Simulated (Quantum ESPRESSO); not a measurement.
# GaAs (P-6m2) in Quantum ESPRESSO: single point with PBE

Aim: the single point of GaAs with PBE.

Program: Quantum ESPRESSO 7.5. These are calculated values, not measurements. Logs are shortened: lines on timing, memory, paths and dates and some standing lists are left out, and cuts for length are marked.

**1. The crystal as given**

The structure is hexagonal, space group P-6m2 (No. 187). Conventional cell: a = 3.606 Å, b = 3.606 Å, c = 3.573 Å, α = 90.00°, β = 90.00°, γ = 120.00°. Ga (site symmetry -6m2) is surrounded by 6 As at 2.74 Å. As (site symmetry -6m2) is surrounded by 6 Ga at 2.74 Å.

The cell was built by a generator and needn't be a form met in nature.

**2. Single point, PBE**

File run.py:

```python
import numpy as np
from ase.calculators.espresso import Espresso, EspressoProfile
import spglib
from ase import Atoms
from ase.io import read

atoms = read('GaAs.cif')
cell, pos, num = spglib.standardize_cell((atoms.cell[:], atoms.get_scaled_positions(), atoms.numbers), to_primitive=True, symprec=1e-4)
atoms = Atoms(numbers=num, cell=cell, scaled_positions=pos, pbc=True)

input_data = {
    'control': {'calculation': 'scf', 'prefix': 'pwscf', 'outdir': './tmp', 'tprnfor': True, 'tstress': True, 'disk_io': 'nowf'},
    'system': {'ecutwfc': 70.0, 'ecutrho': 560.0, 'nbnd': 15, 'occupations': 'smearing', 'smearing': 'fd', 'degauss': 0.00367493},
    'electrons': {'conv_thr': 4e-10, 'electron_maxstep': 120, 'mixing_beta': 0.5},
}
pseudopotentials = {'Ga': 'Ga.pbe-dn-kjpaw_psl.1.0.0.UPF', 'As': 'As.pbe-n-rrkjus_psl.0.2.UPF'}
profile = EspressoProfile(command='pw.x', pseudo_dir='pseudo')
dft = Espresso(profile=profile, input_data=input_data, pseudopotentials=pseudopotentials, kpts=(9, 9, 8), koffset=(0, 0, 0))
atoms.calc = dft

print(f'energy {atoms.get_potential_energy():.8f} eV')
print('forces (eV/A)')
print(np.round(atoms.get_forces(), 6))
print('stress (eV/A^3, Voigt)')
print(np.round(atoms.get_stress(), 8))
print(f'Fermi level {dft.get_fermi_level():.4f} eV')
```

File GaAs.cif:

```cif
data_GaAs
_cell_length_a 3.60640121
_cell_length_b 3.60640121
_cell_length_c 3.57319416
_cell_angle_alpha 90.00000000
_cell_angle_beta 90.00000000
_cell_angle_gamma 120.00000000
_space_group_name_H-M_alt 'P-6m2'
_space_group_name_Hall 'P -6 2'
_space_group_IT_number 187
loop_
_space_group_symop_operation_xyz
'x,y,z'
'-x+y,-x,-z'
'-y,x-y,z'
'x,y,-z'
'-x+y,-x,z'
'-y,x-y,-z'
'-y,-x,-z'
'x,x-y,z'
'-x+y,y,-z'
'-y,-x,z'
'x,x-y,-z'
'-x+y,y,z'
loop_
_atom_site_label
_atom_site_type_symbol
_atom_site_symmetry_multiplicity
_atom_site_Wyckoff_symbol
_atom_site_fract_x
_atom_site_fract_y
_atom_site_fract_z
_atom_site_occupancy
Ga1 Ga 1 b 0.0000000000 0.0000000000 0.5000000000 1
As1 As 1 e 0.6666666667 0.3333333333 0.0000000000 1
```

Potentials or basis: SSSP 1.3 efficiency PBE.

Run with:

```
> OMP_NUM_THREADS=1 python run.py
```

Log:

```text
energy -4028.82624870 eV
forces (eV/A)
[[ 0. -0.  0.]
 [ 0. -0.  0.]]
stress (eV/A^3, Voigt)
[-0.00477442 -0.00477442  0.01967979  0.         -0.          0.        ]
Fermi level 8.2119 eV
```

espresso.pwi:

```text
&CONTROL
   calculation      = 'scf'
   tstress          = .true.
   tprnfor          = .true.
   outdir           = './tmp'
   prefix           = 'pwscf'
   disk_io          = 'nowf'
   pseudo_dir       = 'pseudo'
/
&SYSTEM
   nbnd             = 15
   ecutwfc          = 70.0
   ecutrho          = 560.0
   occupations      = 'smearing'
   degauss          = 0.00367493
   smearing         = 'fd'
   ntyp             = 2
   nat              = 2
   ibrav            = 0
/
&ELECTRONS
   electron_maxstep = 120
   conv_thr         = 4e-10
   mixing_beta      = 0.5
/
&IONS
/
&CELL
/
&FCP
/
&RISM
/
ATOMIC_SPECIES
Ga 69.723 Ga.pbe-dn-kjpaw_psl.1.0.0.UPF
As 74.921595 As.pbe-n-rrkjus_psl.0.2.UPF

K_POINTS automatic
9 9 8  0 0 0

CELL_PARAMETERS angstrom
3.60640121000000 0.00000000000000 0.00000000000000
-1.80320060500000 3.12323506409894 0.00000000000000
0.00000000000000 0.00000000000000 3.57319416000000

ATOMIC_POSITIONS angstrom
Ga 0.0000000000 0.0000000000 1.7865970800  
As 1.8032006050 1.0410783547 0.0000000000
```

espresso.pwo:

```text
This program is part of the open-source Quantum ESPRESSO suite
     for quantum simulation of materials; please cite
         "P. Giannozzi et al., J. Phys.:Condens. Matter 21 395502 (2009);
         "P. Giannozzi et al., J. Phys.:Condens. Matter 29 465901 (2017);
         "P. Giannozzi et al., J. Chem. Phys. 152 154105 (2020);
     in publications or presentations arising from this work. More details at

Warning: card &CELL ignored
Warning: card &FCP ignored
Warning: card &RISM ignored

     file Ga.pbe-dn-kjpaw_psl.1.0.0.UPF: wavefunction(s)  4S renormalized
     Message from routine setup:
     using ibrav=0 with symmetry is DISCOURAGED, use correct ibrav instead

     G-vector sticks info
     --------------------
     sticks:   dense  smooth     PW     G-vecs:    dense   smooth      PW
     Sum        1789     913    265                60831    21467    3427

     Using Slab Decomposition

     bravais-lattice index     =            0
     lattice parameter (alat)  =       6.8151  a.u.
     unit-cell volume          =     271.6014 (a.u.)^3
     number of atoms/cell      =            2
     number of atomic types    =            2
     number of electrons       =        18.00
     number of Kohn-Sham states=           15
     kinetic-energy cutoff     =      70.0000  Ry
     charge density cutoff     =     560.0000  Ry
     scf convergence threshold =      4.0E-10
     mixing beta               =       0.5000
     number of iterations used =            8  plain     mixing
     Exchange-correlation= PBE
                           (   1   4   3   4   0   0   0)

     celldm(1)=   6.815111  celldm(2)=   0.000000  celldm(3)=   0.000000
     celldm(4)=   0.000000  celldm(5)=   0.000000  celldm(6)=   0.000000

     crystal axes: (cart. coord. in units of alat)
               a(1) = (   1.000000   0.000000   0.000000 )
               a(2) = (  -0.500000   0.866025   0.000000 )
               a(3) = (   0.000000   0.000000   0.990792 )

     reciprocal axes: (cart. coord. in units 2 pi/alat)
               b(1) = (  1.000000  0.577350 -0.000000 )
               b(2) = (  0.000000  1.154701  0.000000 )
               b(3) = (  0.000000 -0.000000  1.009293 )

     PseudoPot. # 1 for Ga read from file:
     Ga.pbe-dn-kjpaw_psl.1.0.0.UPF
     Pseudo is Projector augmented-wave + core cor, Zval = 13.0
     Generated using "atomic" code by A. Dal Corso  v.5.1
     Shape of augmentation charge: PSQ
     Using radial grid of 1205 points,  6 beta functions with:
                l(1) =   0
                l(2) =   0
                l(3) =   1
                l(4) =   1
                l(5) =   2
                l(6) =   2
     Q(r) pseudized with 0 coefficients

     PseudoPot. # 2 for As read from file:
     As.pbe-n-rrkjus_psl.0.2.UPF
     Pseudo is Ultrasoft + core correction, Zval =  5.0
     Generated using "atomic" code by A. Dal Corso  v.5.0.99 svn rev. 10869
     Using radial grid of 1209 points,  4 beta functions with:
                l(1) =   0
                l(2) =   0
                l(3) =   1
                l(4) =   1
     Q(r) pseudized with 0 coefficients

     atomic species   valence    mass     pseudopotential
     Ga               13.00    69.72300     Ga( 1.00)
     As                5.00    74.92159     As( 1.00)

     12 Sym. Ops. (no inversion) found

   Cartesian axes

     site n.     atom                  positions (alat units)
         1        Ga     tau(   1) = (   0.0000000   0.0000000   0.4953961  )
         2        As     tau(   2) = (   0.5000000   0.2886751   0.0000000  )

     number of k points=    60  Fermi-Dirac smearing, width (Ry)=  0.0037
                       cart. coord. in units 2pi/alat
        k(    1) = (   0.0000000   0.0000000   0.0000000), wk =   0.0030864
        k(    2) = (   0.0000000   0.0000000   0.1261617), wk =   0.0061728
        k(    3) = (   0.0000000   0.0000000   0.2523233), wk =   0.0061728
        k(    4) = (   0.0000000   0.0000000   0.3784850), wk =   0.0061728
        k(    5) = (   0.0000000   0.0000000  -0.5046467), wk =   0.0030864
        k(    6) = (   0.0000000   0.1283001   0.0000000), wk =   0.0185185
[... 52 lines left out ...]
        k(   59) = (   0.3333333   0.5773503   0.3784850), wk =   0.0123457
        k(   60) = (   0.3333333   0.5773503  -0.5046467), wk =   0.0061728

     Dense  grid:    60831 G-vectors     FFT dimensions: (  54,  54,  54)

     Smooth grid:    21467 G-vectors     FFT dimensions: (  40,  40,  36)

     Initial potential from superposition of free atoms

     starting charge      17.9968, renormalised to      18.0000
     Starting wfcs are   13 randomized atomic wfcs +    2 random wfcs

     Self-consistent Calculation

     iteration #  1     ecut=    70.00 Ry     beta= 0.50
     Davidson diagonalization with overlap
     ethr =  1.00E-02,  avg # of iterations =  6.3

     Threshold (ethr) on eigenvalues was too large:
     Diagonalizing with lowered threshold

     Davidson diagonalization with overlap
     ethr =  9.82E-05,  avg # of iterations =  7.7

     total energy              =    -296.10773471 Ry
     estimated scf accuracy    <       0.01883569 Ry

     iteration #  2     ecut=    70.00 Ry     beta= 0.50
     Davidson diagonalization with overlap
     ethr =  1.05E-04,  avg # of iterations =  1.9

     total energy              =    -296.11181751 Ry
     estimated scf accuracy    <       0.00221331 Ry

     iteration #  3     ecut=    70.00 Ry     beta= 0.50
     Davidson diagonalization with overlap
     ethr =  1.23E-05,  avg # of iterations =  6.4

     total energy              =    -296.11309894 Ry
     estimated scf accuracy    <       0.00154737 Ry

     iteration #  4     ecut=    70.00 Ry     beta= 0.50
     Davidson diagonalization with overlap
     ethr =  8.60E-06,  avg # of iterations =  1.5

     total energy              =    -296.11316401 Ry
     estimated scf accuracy    <       0.00064217 Ry

     iteration #  5     ecut=    70.00 Ry     beta= 0.50
     Davidson diagonalization with overlap
     ethr =  3.57E-06,  avg # of iterations =  3.1

     total energy              =    -296.11323495 Ry
     estimated scf accuracy    <       0.00000363 Ry

     iteration #  6     ecut=    70.00 Ry     beta= 0.50
     Davidson diagonalization with overlap
     c_bands:  1 eigenvalues not converged
     c_bands:  1 eigenvalues not converged
     c_bands:  1 eigenvalues not converged
     c_bands:  1 eigenvalues not converged
     ethr =  2.02E-08,  avg # of iterations = 12.3

     total energy              =    -296.11329347 Ry
     estimated scf accuracy    <       0.00000362 Ry

     iteration #  7     ecut=    70.00 Ry     beta= 0.50
     Davidson diagonalization with overlap
     ethr =  2.01E-08,  avg # of iterations =  1.4

     total energy              =    -296.11329332 Ry
     estimated scf accuracy    <       0.00000160 Ry

     iteration #  8     ecut=    70.00 Ry     beta= 0.50
     Davidson diagonalization with overlap
     ethr =  8.88E-09,  avg # of iterations =  1.4

     total energy              =    -296.11329343 Ry
     estimated scf accuracy    <          5.5E-09 Ry

     iteration #  9     ecut=    70.00 Ry     beta= 0.50
     Davidson diagonalization with overlap
     c_bands:  2 eigenvalues not converged
     ethr =  3.06E-11,  avg # of iterations = 11.8

     total energy              =    -296.11329352 Ry
     estimated scf accuracy    <       0.00000004 Ry

     iteration # 10     ecut=    70.00 Ry     beta= 0.50
     Davidson diagonalization with overlap
     ethr =  3.06E-11,  avg # of iterations =  1.4

     total energy              =    -296.11329351 Ry
     estimated scf accuracy    <       0.00000002 Ry

     iteration # 11     ecut=    70.00 Ry     beta= 0.50
     Davidson diagonalization with overlap
     ethr =  3.06E-11,  avg # of iterations =  5.0

     total energy              =    -296.11329351 Ry
     estimated scf accuracy    <          7.7E-10 Ry

     iteration # 12     ecut=    70.00 Ry     beta= 0.50
     Davidson diagonalization with overlap
     ethr =  4.27E-12,  avg # of iterations =  5.5

     total energy              =    -296.11329351 Ry
     estimated scf accuracy    <       0.00000001 Ry

     iteration # 13     ecut=    70.00 Ry     beta= 0.50
     Davidson diagonalization with overlap
     ethr =  4.27E-12,  avg # of iterations =  4.2

     End of self-consistent calculation

          k = 0.0000 0.0000 0.0000 (  2663 PWs)   bands (ev):

    -6.5234  -6.5172  -6.5172  -6.4634  -6.4634  -4.8411   6.6227   6.7615
     8.6989   8.6989  13.4273  13.4273  13.4564  17.3205  18.7360

          k = 0.0000 0.0000 0.1262 (  2664 PWs)   bands (ev):

    -6.5161  -6.5161  -6.5129  -6.4673  -6.4673  -4.6870   4.4278   8.7896
     8.8314   8.8314  13.5389  13.5389  14.0905  17.4744  18.0745

          k = 0.0000 0.0000 0.2523 (  2670 PWs)   bands (ev):

    -6.5134  -6.5134  -6.4895  -6.4768  -6.4768  -4.2413   2.3459   9.1922
     9.1922  10.3782  13.7998  13.7998  15.3938  17.2425  18.0420

          k = 0.0000 0.0000 0.3785 (  2682 PWs)   bands (ev):

    -6.5106  -6.5106  -6.4864  -6.4864  -6.4681  -3.6051   0.6921   9.6402
     9.6402  11.6474  13.9437  13.9437  14.4243  17.4023  17.4023

          k = 0.0000 0.0000-0.5046 (  2646 PWs)   bands (ev):

    -6.5093  -6.5093  -6.4905  -6.4905  -6.4597  -3.2100  -0.0468   9.8678
     9.8678  12.7374  13.2120  13.8913  13.8913  17.5772  17.5772

          k = 0.0000 0.1283 0.0000 (  2663 PWs)   bands (ev):

    -6.5248  -6.5180  -6.5105  -6.4681  -6.4643  -4.6794   5.9770   6.7907
     8.3392   8.6886  12.7679  14.0387  14.3751  17.7696  18.4346
[... 251 lines left out ...]
          k = 0.3333 0.5774 0.1262 (  2688 PWs)   bands (ev):

    -6.5426  -6.5000  -6.4899  -6.4836  -6.4795  -2.1783   1.5105   3.9434
     7.8696  10.1862  12.9958  13.8999  14.7736  17.7426  19.2575

          k = 0.3333 0.5774 0.2523 (  2700 PWs)   bands (ev):

    -6.5634  -6.5064  -6.5034  -6.4825  -6.4546  -1.8026   2.0523   4.5012
     6.0007   7.8999  10.8169  16.0883  16.2293  18.2383  20.3346

          k = 0.3333 0.5774 0.3785 (  2709 PWs)   bands (ev):

    -6.5865  -6.5227  -6.5030  -6.4813  -6.4298  -1.3361   2.9624   4.5749
     5.3581   5.9050   8.9379  16.7671  17.9078  18.9312  22.1521

          k = 0.3333 0.5774-0.5046 (  2700 PWs)   bands (ev):

    -6.5961  -6.5294  -6.5025  -6.4808  -6.4196  -1.0983   4.0120   4.1540
     4.3464   6.0280   7.9239  17.0095  18.5327  19.3948  21.9442

     the Fermi energy is     8.2119 ev

!    total energy              =    -296.11329351 Ry
     estimated scf accuracy    <          3.0E-10 Ry
     smearing contrib. (-TS)   =      -0.00057362 Ry
     internal energy E=F+TS    =    -296.11271990 Ry

     The total energy is F=E-TS. E is the sum of the following terms:
     one-electron contribution =    -107.83622455 Ry
     hartree contribution      =      70.15387551 Ry
     xc contribution           =     -47.31122661 Ry
     ewald contribution        =     -99.93754713 Ry
     one-center paw contrib.   =    -111.18159712 Ry

     convergence has been achieved in  13 iterations

     Forces acting on atoms (cartesian axes, Ry/au):

     atom    1 type  1   force =     0.00000000   -0.00000000    0.00000000
     atom    2 type  2   force =     0.00000000   -0.00000000    0.00000000

     Total force =     0.000000     Total SCF correction =     0.000000

     Computing stress (Cartesian axis) and pressure

          total   stress  (Ry/bohr**3)                   (kbar)     P=       -5.41
   0.00005200  -0.00000000   0.00000000            7.65       -0.00        0.00
   0.00000000   0.00005200  -0.00000000            0.00        7.65       -0.00
  -0.00000000  -0.00000000  -0.00021434           -0.00       -0.00      -31.53

=------------------------------------------------------------------------------=
   JOB DONE.
=------------------------------------------------------------------------------=
```

It took 81 s on 1 thread of Arm Neoverse V1, shared host; peak memory 0.28 GiB.

Results:

```
Free energy            : -4028.8266 eV
Pressure               : -0.5 GPa
Band gap on the k mesh : none (metal or under the smearing width)
```

Levels at points of the mesh, in eV from the Fermi level:
```csv
k point,band 6,band 7,band 8,band 9,band 10,band 11,band 12,band 13
"(0.00, 0.00, 0.00)",-13.05,-1.59,-1.45,0.49,0.49,5.22,5.22,5.24
"(0.00, 0.00, -0.50)",-11.42,-8.26,1.66,1.66,4.53,5.00,5.68,5.68
```
